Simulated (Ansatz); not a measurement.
# Pd: pressure against volume per atom

Periodic Kohn-Sham DFT of a crystal at fixed atoms; pressure and stress are positive in compression; the energy is the free energy less that of spherical unpolarised free atoms; site moments are those in the method's own spheres, positive along +z. The results are calculated, by Ansatz 0.2.0.

Cell of the first row (space group Fm-3m, No. 225):
```
CELL_PARAMETERS angstrom
0.00000 1.90520 1.90520
1.90520 0.00000 1.90520
1.90520 1.90520 0.00000
ATOMIC_POSITIONS crystal
Pd 0.00000 0.00000 0.00000
```

Settings of every row: method frozen-core PAW; functional LDA; relativity scalar; k mesh 18x18x18; filling fermi-dirac; smearing width 0.05 eV; wave cutoff 420 eV; paw set soft_2.

Atom start moment: 0 on all atoms.

Limits: PAW files made with PBE.

```csv
row,volume per atom (Å³),pressure (GPa)
1,13.831,5.481
2,14.125,?
3,14.567,-6.128
4,14.714,-8.02
5,14.861,-9.788
6,15.008,-11.439
7,15.302,-14.422
8,15.597,-17.017
```

Question: what pressure should row 2 give?

Worked fit of pressure. Take u = (V_r/V)^(2/3) − 1 with V_r = 14.861 Å³ an atom, which is twice the finite (Eulerian) strain; such expansions in the strain, on which the Birch-Murnaghan equation of state is built, carry the rest volume and the bulk modulus. The shown rows have u = 0.04905, 0.01341, 0.00665, 0, -0.00654, -0.01931, -0.03171. Least squares give pressure = −9.7881 + 259.156 × u + 1014.59 × u² + 986.9 × u³ GPa; a parabola predicts inner rows, each left out in turn, worse (root mean square 0.014 against 0.00098 GPa). The rows lie off it by 0.000, 0.000, 0.000, 0.000, 0.001, -0.001, 0.000. The pressure vanishes at u = 0.0333, or V = 14.15 Å³ an atom, and there the bulk modulus at fixed shape and fractions is B = −V dP/dV = (2/3)(1 + u) dP/du = 227 GPa. The withheld row has u = 0.03444, so the fit gives −9.7881 + 259.156 × (0.03444) + 1014.59 × (0.03444)² + 986.9 × (0.03444)³ = 0.381 GPa.

The calculation gave 0.37 GPa. The fit lies 0.011 GPa (3 % of the value, 0.049 % of the column's range) above it; its largest miss of a shown row is 0.001 GPa.
